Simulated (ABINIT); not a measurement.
Runs of ABINIT 10.8.3 (patched build) on V. Symmetry: Im-3m, No. 229, cubic system. Conventional cell: a = 3.029 Å, b = 3.029 Å, c = 3.029 Å, α = 90.00°, β = 90.00°, γ = 90.00°. V (site symmetry m-3m) has 8 V at 2.62 Å as nearest neighbours. 

```tsv
task	level	potentials or basis	k mesh	cutoff (eV)	fine-grid cutoff	mesh quality	gap on the mesh (eV)	pressure (GPa)	moment (μB)
single point	PBE	JTH PAW PBE v2.0	16 × 16 × 16	408	816.342 eV	not flagged	none	-4.7	0.00
single point	r2SCAN	JTH PAW PBE v2.0	5 × 5 × 5	490	979.61 eV	coarse	none	-	0.50
band structure	WC	JTH PAW PBE v2.0	12 × 12 × 12	408	816.342 eV	not flagged	none	-10.8	0.00
single point	LDA	JTH PAW LDA v2.0	7 × 7 × 7	408	816.342 eV	coarse	none	(a)	0.00
band structure	BP86	JTH PAW PBE v2.0	12 × 12 × 12	408	816.342 eV	not flagged	none	(d)	0.00
single point	PBEsol	JTH PAW PBE v2.0	5 × 5 × 5	408	816.342 eV	coarse	none	(b)	0.21
band structure	LDA	JTH PAW LDA v2.0	12 × 12 × 12	408	816.342 eV	not flagged	none	-17.2	0.00
single point	PBEsol	JTH PAW PBE v2.0	10 × 10 × 10	408	816.342 eV	not flagged	none	-10.6	0.00
single point	LDA	JTH PAW LDA v2.0	16 × 16 × 16	408	816.342 eV	not flagged	none	-17.0	0.00
single point	r2SCAN	JTH PAW PBE v2.0	7 × 7 × 7	490	979.61 eV	coarse	none	-	0.35
single point	LDA	JTH PAW LDA v2.0	10 × 10 × 10	408	816.342 eV	not flagged	none	(c)	0.00
```

Alike in all rows: spin collinear, ferromagnetic start; cell as given; smearing fermi-dirac 0.05 eV.

Question: Estimate the missing entries.

Answer: (a) -16.6; (b) -9.5; (c) -16.4; (d) -5.5.

Caveats: some runs use coarse meshes; the PAW data sets were made with another functional, which shifts forces and pressure a little (some runs); so large a pressure means that the cell lies far from this level's equilibrium, or that cutoff or potentials fall short (some runs).

A k mesh can miss the band edges.

A gap of «none» marks a metal or a gap under the smearing width.

Not every run made on this cell is shown here.
